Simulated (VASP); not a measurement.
# InPd (Pm-3m) in VASP: a series of runs

The runs below take InPd through single point, relaxation of cell and atoms, with r2SCAN.

Everything below comes from runs of VASP 6.6.1. Logs are shortened: lines on timing, memory, paths and dates and some standing lists are left out, and cuts for length are marked.

## (1) The structure

Symmetry: Pm-3m, No. 221, cubic system. The conventional cell has a = 3.272 Å, b = 3.272 Å, c = 3.272 Å, α = 90.00°, β = 90.00°, γ = 90.00°. Around In (site symmetry m-3m) lie 8 Pd at 2.83 Å. Around Pd (site symmetry m-3m) lie 8 In at 2.83 Å.

The cell comes from a database or a generator and needn't be the stable form of this composition.

## (2) Single point, r2SCAN

File INCAR:

```
  PREC = Accurate
  ENCUT = 500
  EDIFF = 1E-6
  ISMEAR = 0
  SIGMA = 0.15
  LREAL = F
  LASPH = T
  NELM = 100
  ALGO = Normal
  ISIF = 2
  LWAVE = F
  LCHARG = F
  METAGGA = R2SCAN
  LMIXTAU = T
  ADDGRID = F
```

File KPOINTS:

```
regular mesh
0
Gamma
  12 12 12
```

File POSCAR:

```
InPd
1.0
    3.2718847800      0.0000000000      0.0000000000
    0.0000000000      3.2718847800      0.0000000000
    0.0000000000      0.0000000000      3.2718847800
In Pd
1 1
Direct
    0.0076950000     -0.0345290000      0.0307480000
    0.5133770000      0.5169540000      0.5028010000
```

Potentials or basis: VASP PAW PBE potentials, release 64 (In_d, Pd).

Started as:

```bash
cat potpaw_PBE.64/In_d/POTCAR potpaw_PBE.64/Pd/POTCAR > POTCAR
mpirun -np 1 vasp_std > vasp.out
```

OUTCAR:

```text
PREC = Accurate
   ENCUT = 500
   EDIFF = 1E-6
   ISMEAR = 0
   LREAL = F
   LASPH = T
   NELM = 100
   ISIF = 2
   METAGGA = R2SCAN

 Found    868 irreducible k-points:

 Following reciprocal coordinates:
            Coordinates               Weight
  0.000000  0.000000  0.000000      1.000000
  0.083333  0.000000  0.000000      2.000000
  0.000000  0.083333  0.000000      2.000000
  0.000000  0.000000  0.083333      2.000000
  0.166667  0.000000  0.000000      2.000000
  0.000000  0.166667  0.000000      2.000000
   k-points           NKPTS =    868   k-points in BZ     NKDIM =    868   number of bands    NBANDS=     15
   number of dos      NEDOS =    301   number of ions     NIONS =      2
   total plane-waves  NPLWV =  13824
   dimension x,y,z NGX =    24 NGY =   24 NGZ =   24
   dimension x,y,z NGXF=    48 NGYF=   48 NGZF=   48
   ions per type =               1   1
   NGX,Y,Z   is equivalent  to a cutoff of  12.19, 12.19, 12.19 a.u.
   NGXF,Y,Z  is equivalent  to a cutoff of  24.39, 24.39, 24.39 a.u.
 SYSTEM =  unknown system
   PREC   = accura    normal or accurate (medium, high low for compatibility)
   ISTART =      0    job   : 0-new  1-cont  2-samecut
   ICHARG =      2    charge: 1-file 2-atom 10-const
   ISPIN  =      1    spin polarized calculation?
   LNONCOLLINEAR =      F non collinear calculations
   LSORBIT =      F    spin-orbit coupling
   LASPH  =      T    aspherical Exc in radial PAW
   ENCUT  =  500.0 eV  36.75 Ry    6.06 a.u.   5.97  5.97  5.97*2*pi/ulx,y,z
   NELM   =    100;   NELMIN=  2; NELMDL= -5     # of ELM steps
   EDIFF  = 0.1E-05   stopping-criterion for ELM
   LREAL  =      F    real-space projection
   EDIFFG = 0.1E-04   stopping-criterion for IOM
   NSW    =      0    number of steps for IOM
   IBRION =     -1    ionic relax: 0-MD 1-quasi-New 2-CG
   NFREE  =      0    steps in history (QN), initial steepest desc. (CG)
   ISIF   =      2    stress and relaxation
   ISYM   =      2    0-nonsym 1-usesym 2-fastsym
   POTIM  = 0.5000    time-step for ionic-motion
   TEBEG  =    0.0;   TEEND  =   0.0 temperature during run
   PSTRESS=    0.0 pullay stress
   NELECT =      23.0000    total number of electrons
   NUPDOWN=      -1.0000    fix difference up-down
   EMIN   =  10.00;   EMAX   =-10.00  energy-range for DOS
   EFERMI =   0.00;   METHOD = LEGACY
   ISMEAR =     0;   SIGMA  =   0.15  broadening in eV -4-tet -1-fermi 0-gaus
   EFERMI_NEDOS =   21; number of points for ismear=-14 and -15
   IALGO  =     38    algorithm
   IMIX   =      4    mixing-type and parameters
     AMIX     =   0.40;   BMIX     =  1.00
     AMIX_MAG =   1.60;   BMIX_MAG =  1.00
  volume/ion in A,a.u.               =      17.51       118.18
  Fermi-wavevector in a.u.,A,eV,Ry     =   1.422938  2.688964 27.548447  2.024754
  Thomas-Fermi vector in A             =   2.543589
   LORBIT       =      0    0 simple, 1 ext, 2 COOP (PROOUT), +10 PAW based schemes
   METAGGA = R2SCAN    functional components
   LHFCALC =     F    Hartree Fock is set to
   AEXX    =    0.0000 exact exchange contribution
   IVDW    =     0    specifies the selected vdW correction
   LEPSILON=     F    determine dielectric tensor
   LRPA    =     F    only Hartree local field effects (RPA)
 non-spin polarized calculation
 Gauss-broadening in eV      SIGMA  =   0.15
  energy-cutoff  :      500.00
  volume of cell :       35.03
 maximum number of plane-waves:       912
   NGX = 11   NGY = 11   NGZ = 11

 number of electron      23.0000015 magnetization

 Free energy of the ion-electron system (eV)
  ---------------------------------------------------
  ext. energy  EPLUGINS =         0.00000000
  ---------------------------------------------------
  free energy    TOTEN  =       -46.56874160 eV

  energy without entropy =      -46.56157890  energy(sigma->0) =      -46.56516025

 E-fermi :  10.4567     XC(G=0): -13.2329

 val. band max:       10.4560115712   @ k =  -0.2500   0.5000   0.4167
 cond. band min:      10.4570843094   @ k =   0.2500   0.5000   0.4167
 fundamental gap:      0.0010727381
 Fermi energy:        10.4566948920

 k-point     1 :       0.0000    0.0000    0.0000
  band No.  band energies     occupation
      1      -5.1587      2.00000
      2      -5.1572      2.00000
      3      -4.7475      2.00000
      4      -4.7304      2.00000
      5      -4.7238      2.00000
      6      -0.0429      2.00000
      7       6.3466      2.00000
      8       6.3651      2.00000
      9       7.9746      2.00000
     10       7.9817      2.00000
     11       7.9870      2.00000
     12      14.9405      0.00000
     13      14.9796      0.00000
     14      15.0782      0.00000
     15      20.4106      0.00000

 k-point     2 :       0.0833    0.0000    0.0000
  band No.  band energies     occupation
      1      -5.1537      2.00000
      2      -5.1335      2.00000
      3      -4.7548      2.00000
      4      -4.7319      2.00000
      5      -4.7286      2.00000
      6       0.0727      2.00000
      7       6.3522      2.00000
      8       6.3833      2.00000
      9       7.8898      2.00000
     10       7.9081      2.00000
     11       7.9816      2.00000
     12      14.1151      0.00000
     13      15.2087      0.00000
     14      15.3035      0.00000
     15      20.6325      0.00000

 k-point     3 :       0.0000    0.0833    0.0000
  band No.  band energies     occupation
      1      -5.1547      2.00000
      2      -5.1327      2.00000
      3      -4.7502      2.00000
      4      -4.7380      2.00000
      5      -4.7267      2.00000
      6       0.0721      2.00000
      7       6.3649      2.00000
      8       6.3696      2.00000
      9       7.8961      2.00000
     10       7.9004      2.00000
     11       7.9781      2.00000
     12      14.2258      0.00000
     13      15.1671      0.00000
     14      15.2054      0.00000
     15      20.7411      0.00000

 k-point     4 :       0.0000    0.0000    0.0833
  band No.  band energies     occupation
      1      -5.1541      2.00000
      2      -5.1332      2.00000
      3      -4.7523      2.00000
      4      -4.7381      2.00000
      5      -4.7249      2.00000
      6       0.0725      2.00000
      7       6.3543      2.00000
      8       6.3809      2.00000
      9       7.8936      2.00000
     10       7.9039      2.00000
     11       7.9804      2.00000
     12      14.1474      0.00000
     13      15.1697      0.00000
     14      15.3024      0.00000
     15      20.6526      0.00000

 k-point     5 :       0.1667    0.0000    0.0000
  band No.  band energies     occupation
      1      -5.1436      2.00000
      2      -5.0655      2.00000
      3      -4.7747      2.00000
      4      -4.7536      2.00000
      5      -4.7241      2.00000
      6       0.4184      2.00000
      7       6.3646      2.00000
      8       6.4082      2.00000
      9       7.6789      2.00000
     10       7.7085      2.00000
     11       7.9756      2.00000
     12      12.5193      0.00000
     13      15.8457      0.00000
     14      15.9189      0.00000
     15      20.7302      0.00000

 k-point     6 :       0.0000    0.1667    0.0000
  band No.  band energies     occupation
      1      -5.1439      2.00000
      2      -5.0659      2.00000
      3      -4.7652      2.00000
      4      -4.7588      2.00000
      5      -4.7268      2.00000
      6       0.4160      2.00000
      7       6.3742      2.00000
      8       6.3957      2.00000
      9       7.6850      2.00000
     10       7.6936      2.00000
     11       7.9667      2.00000
     12      12.5973      0.00000
     13      15.8068      0.00000
     14      15.8348      0.00000
     15      20.8458      0.00000

 [... further k-points ...]

------------------------ aborting loop because EDIFF is reached ----------------------------------------

  FORCE on cell =-STRESS in cart. coord.  units (eV):
  Direction    XX          YY          ZZ          XY          YZ          ZX
  --------------------------------------------------------------------------------------
  -------------------------------------------------------------------------------------
  Total        0.5351560      0.2941875      0.4603295      0.0694414     -0.3305506     -0.0406537
  in kB       24.4791844     13.4567675     21.0564611      3.1764012    -15.1200959     -1.8595856
  external PRESSURE =      19.6641377 kB  Pullay stress =       0.0000000 kB

 VOLUME and BASIS-vectors are now :
 -----------------------------------------------------------------------------
  energy-cutoff  :      500.00
  volume of cell :       35.03
      direct lattice vectors                 reciprocal lattice vectors
     3.271884780  0.000000000  0.000000000     0.305634234  0.000000000  0.000000000
     0.000000000  3.271884780  0.000000000     0.000000000  0.305634234  0.000000000
     0.000000000  0.000000000  3.271884780     0.000000000  0.000000000  0.305634234

 POSITION                                       TOTAL-FORCE (eV/Angst)
 -----------------------------------------------------------------------------------
      0.02518      3.15891      0.10060         0.089015      0.706973     -0.419600
      1.67971      1.69141      1.64511        -0.089015     -0.706973      0.419600
 -----------------------------------------------------------------------------------
    total drift:                                0.001063      0.001841     -0.000334

  FREE ENERGIE OF THE ION-ELECTRON SYSTEM (eV)
  ---------------------------------------------------
  free  energy   TOTEN  =       -46.5687415952 eV

  energy  without entropy=      -46.5615789025  energy(sigma->0) =      -46.56516025
```

Wall time 6.1 min (1 thread of Intel Xeon 6975P-C (Granite Rapids), shared host); peak memory 0.57 GiB.

The run converged, but some of its settings lie outside the range that counts as converged, so its numbers aren't taken as properties of the crystal.

Results:

| Item | Value |
| --- | --- |
| Free energy | -46.5687 eV |
| Pressure | 2.0 GPa |
| Largest force | 0.827 eV/Å |
| Band gap on the k mesh | none (metal or under the smearing width) |

Caveat: the PAW data sets were made with another functional, which shifts forces and pressure a little.

## (3) Relaxation of cell and atoms, r2SCAN

File INCAR:

```
  PREC = Accurate
  ENCUT = 600
  EDIFF = 1E-7
  ISMEAR = -1
  SIGMA = 0.05
  LREAL = False
  LASPH = True
  NELM = 100
  ALGO = Normal
  ISIF = 3
  LWAVE = False
  LCHARG = False
  METAGGA = R2SCAN
  LMIXTAU = True
  IBRION = 2
  NSW = 60
  EDIFFG = -0.005
```

File KPOINTS:

```
Automatic mesh
0
Gamma
  8 8 8
```

File POSCAR:

```
InPd
1.0
    3.2718847800      0.0000000000      0.0000000000
    0.0000000000      3.2718847800      0.0000000000
    0.0000000000      0.0000000000      3.2718847800
In Pd
1 1
Direct
    0.0000000000      0.0000000000      0.0000000000
    0.5000000000      0.5000000000      0.5000000000
```

Potentials or basis: VASP PAW PBE potentials, release 64 (In_d, Pd).

Started as:

```bash
cat potpaw_PBE.64/In_d/POTCAR potpaw_PBE.64/Pd/POTCAR > POTCAR
mpirun -np 1 vasp_std > vasp.out
```

Wall time 1.7 min (1 thread of Intel Xeon Platinum 8259CL at 2.50GHz (Skylake/Cascade Lake), shared host); peak memory 0.18 GiB.

It converged, with:

```
Free energy             : -46.6477 eV
Pressure after relaxing : 0.0 GPa
Band gap on the k mesh  : none (metal or under the smearing width)
```

Final structure:
```
CELL_PARAMETERS angstrom
3.27188 0.00000 0.00000
0.00000 3.27188 0.00000
0.00000 0.00000 3.27188
ATOMIC_POSITIONS crystal
In 0.00000 0.00000 0.00000
Pd 0.50000 0.50000 0.50000
```

Levels at points of the mesh, in eV from the Fermi level:
```tsv
k point	band 8	band 9	band 10	band 11	band 12	band 13	band 14	band 15
(0.00, 0.00, 0.00)	-3.91	-2.29	-2.29	-2.29	4.60	4.60	4.60	10.21
(0.50, 0.00, 0.00)	-3.88	-3.31	-3.31	-2.37	-1.09	10.19	10.19	10.29
(0.50, 0.50, 0.00)	-2.73	-2.73	-2.34	-2.34	-1.72	1.72	2.71	10.20
(0.50, 0.50, 0.50)	-5.01	-1.67	-1.67	0.33	4.05	4.05	4.05	4.67
```

Caveat: the relaxation stopped at its first step, so nothing moved; the PAW data sets were made with another functional, which shifts forces and pressure a little.
